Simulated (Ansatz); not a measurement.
# BaTiO3: stress in a strained cell

BaTiO3 is deformed so: zz strain of +3 %. What stress and forces result, by LAPW, PAW and all-electron datasets made for the crystal?

Program: Ansatz 0.2.0. Level of theory: DFT PBE, scalar-relativistic. These are calculated values, not measurements.

### 1 The starting structure

The structure is tetragonal, space group P4mm (No. 99). Conventional cell: a = 4.000 Å, b = 4.000 Å, c = 4.018 Å, α = 90.00°, β = 90.00°, γ = 90.00°. Around Ba (site symmetry 4mm) lie 12 O at 2.79 to 2.88 Å. Around Ti (site symmetry 4mm) lie 6 O at 1.87 to 2.15 Å. O (site symmetry 4mm) is surrounded by 2 Ti at 1.87 to 2.15 Å. O (site symmetry 2mm) has 2 Ti at 2.00 Å and 4 Ba at 2.79 to 2.88 Å as nearest neighbours.

As a file:

```cif
data_structure
_symmetry_space_group_name_H-M 'P4mm'
_symmetry_Int_Tables_number 99
_cell_length_a 3.9998
_cell_length_b 3.9998
_cell_length_c 4.0180
_cell_angle_alpha 90.000
_cell_angle_beta 90.000
_cell_angle_gamma 90.000
_cell_volume 64.28
loop_
_atom_site_label
_atom_site_type_symbol
_atom_site_symmetry_multiplicity
_atom_site_Wyckoff_symbol
_atom_site_fract_x
_atom_site_fract_y
_atom_site_fract_z
_atom_site_occupancy
Ba1 Ba 1 a 0.00000 0.00000 0.00000 1
Ti1 Ti 1 b 0.50000 0.50000 0.48200 1
O1 O 1 b 0.50000 0.50000 0.01600 1
O2 O 2 c 0.50000 0.00000 0.51500 1
```

The file gives the conventional cell by its symmetry; the runs use the cell typed in the input.

Atoms are numbered in the order of the input: Ba1, Ti2, O3, O4, O5.

### 2 The deformed structure

Space group P4mm before, P4mm after.

### 3 LAPW, all electrons

input.yaml reads:

```yaml
crystal:
  lattice:
    - [3.9998, 0.0, 0.0]
    - [0.0, 3.9998, 0.0]
    - [0.0, 0.0, 4.13854]
  atoms:
    - { symbol: Ba, position: [0.0, 0.0, 0.0] }
    - { symbol: Ti, position: [0.5, 0.5, 0.482] }
    - { symbol: O, position: [0.5, 0.5, 0.016] }
    - { symbol: O, position: [0.5, 0.0, 0.515] }
    - { symbol: O, position: [0.0, 0.5, 0.515] }
kpoints:
  mp_grid: { grid: [7, 7, 7] }
  band_path:
    path:
      - [0.0, 0.0, 0.0]
      - [0.0, 0.5, 0.0]
      - [0.5, 0.5, 0.0]
      - [0.0, 0.0, 0.0]
      - [0.0, 0.0, 0.5]
      - [0.0, 0.5, 0.5]
      - [0.5, 0.5, 0.5]
      - [0.0, 0.0, 0.5]
      - [0.0, 0.5, 0.0]
    npoints: 5
scf:
  occupations: { method: fermi_dirac, width: 0.08 }
hamiltonian:
  xc: pbe
  pseudopotentials: { kind: all_electron, lapw: { basis_error: 0.001 } }
output:
  forces: true
  stress: true
  eigenvalues: true
```

The run is started by

```console
ansatz run input.yaml --threads 2 --pin off --max-ram 6144MiB --backend cpu --events-out ev --progress --plain --runs-dir out
```

### 4 PAW on the default files

input.yaml reads:

```yaml
crystal:
  lattice:
    - [3.9998, 0.0, 0.0]
    - [0.0, 3.9998, 0.0]
    - [0.0, 0.0, 4.13854]
  atoms:
    - { symbol: Ba, position: [0.0, 0.0, 0.0] }
    - { symbol: Ti, position: [0.5, 0.5, 0.482] }
    - { symbol: O, position: [0.5, 0.5, 0.016] }
    - { symbol: O, position: [0.5, 0.0, 0.515] }
    - { symbol: O, position: [0.0, 0.5, 0.515] }
kpoints:
  mp_grid: { grid: [7, 7, 7] }
scf:
  occupations: { method: fermi_dirac, width: 0.08 }
hamiltonian:
  xc: pbe
  pseudopotentials: { kind: paw }
output:
  forces: true
  stress: true
  eigenvalues: true
  efg: { contact_densities: true }
```

### 5 All-electron PAW on datasets made for the crystal

input.yaml, as its differences from that of step 4:

```diff
@@ -17,3 +17,3 @@
   xc: pbe
-  pseudopotentials: { kind: paw }
+  pseudopotentials: { kind: all_electron, datasets: crystal }
 output:
```

(Steps that only read results are left out.)

**Question.** What will these runs give? Wanted: pressure; largest shear or deviatoric stress.

The runs gave:

```
                                 quantity                                              value
                                 pressure  LAPW -2.02, PAW -2.03, crystal datasets -2.02 GPa
largest shear or deviatoric stress (LAPW)                                           2.36 GPa
```

What this shows: The largest part of the stress beyond the pressure is 2.36 GPa in size, in the zz component; the atoms are carried along and not relaxed. No run of the undeformed cell stands beside it, so the pressure holds what the given cell had before the change. PAW: stress within 0.02 GPa of LAPW, forces within 2 meV/Å. Crystal datasets: stress within 0.01 GPa of LAPW, forces within 1 meV/Å. Spin-orbit coupling is left out, though the cell holds Ba; in elements this heavy it can shift bands and gaps by tenths of an eV.
